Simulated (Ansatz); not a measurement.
A surface is cut from this relaxed crystal of Si:

```xyz
2
Lattice="0.0000 -2.7165 -2.7165 2.7165 0.0000 -2.7165 2.7165 -2.7165 0.0000" Properties=species:S:1:pos:R:3 pbc="T T T"
Si    0.0000    0.0000    0.0000
Si    4.0748   -4.0748   -4.0748
```

Miller indices refer to the conventional cell of Fd-3m (No. 227), a = 5.433 Å, b = 5.433 Å, c = 5.433 Å, α = 90.00°, β = 90.00°, γ = 90.00°. The bulk's gap is 0.46 eV.

The (111) slab of 8 planes, 10.2 Å thick with 15 Å of vacuum as cut; outer planes Si (top) and Si (bottom).

Computed with DFT PBEsol, scalar-relativistic, plane waves, PAW in Ansatz 0.2.0. Cutoff 420 eV; k points 9×9×1 on the computed 8-atom cell (Γ-centred); Gaussian smearing, width 0.05 eV; no spin polarisation. A dipole correction removes the field between periodic images along c.

This cut of an insulator is polar or leaves open shells, so the slab is metallic here; real surfaces compensate by reconstruction or adsorbates.

With the atoms at the bulk's places:

| Property | Result |
| --- | --- |
| Surface energy (mean of both faces) | 1.73 J/m² |
| Gap of the slab on the mesh | none (metal or semimetal) |
| Work function | 4.87 eV |

Q: What changes when all atoms relax within this surface cell and its symmetry?

A: The energy falls by 0.052 J/m² a face, and the largest move is 0.12 Å.

| Quantity | Value |
| --- | --- |
| Surface energy (mean of both faces) | 1.68 J/m² |
| Gap of the slab on the mesh | none (metal or semimetal) |
| Work function | 4.70 eV |

```json
{"plane (bottom to top)": "1", "atoms": "Si", "spacing to next, bulk (Å)": "0.784", "relaxed (Å)": "0.644", "change (%)": "-17.9"}
{"plane (bottom to top)": "2", "atoms": "Si", "spacing to next, bulk (Å)": "2.353", "relaxed (Å)": "2.383", "change (%)": "+1.3"}
{"plane (bottom to top)": "3", "atoms": "Si", "spacing to next, bulk (Å)": "0.784", "relaxed (Å)": "0.768", "change (%)": "-2.1"}
{"plane (bottom to top)": "4", "atoms": "Si", "spacing to next, bulk (Å)": "2.353", "relaxed (Å)": "2.362", "change (%)": "+0.4"}
{"plane (bottom to top)": "5", "atoms": "Si", "spacing to next, bulk (Å)": "0.784", "relaxed (Å)": "0.768", "change (%)": "-2.1"}
{"plane (bottom to top)": "6", "atoms": "Si", "spacing to next, bulk (Å)": "2.353", "relaxed (Å)": "2.383", "change (%)": "+1.3"}
{"plane (bottom to top)": "7", "atoms": "Si", "spacing to next, bulk (Å)": "0.784", "relaxed (Å)": "0.644", "change (%)": "-17.9"}
{"plane (bottom to top)": "8", "atoms": "Si", "spacing to next, bulk (Å)": "", "relaxed (Å)": "", "change (%)": ""}
```

Gaps are read on the k points sampled, so a band crossing between them can be missed.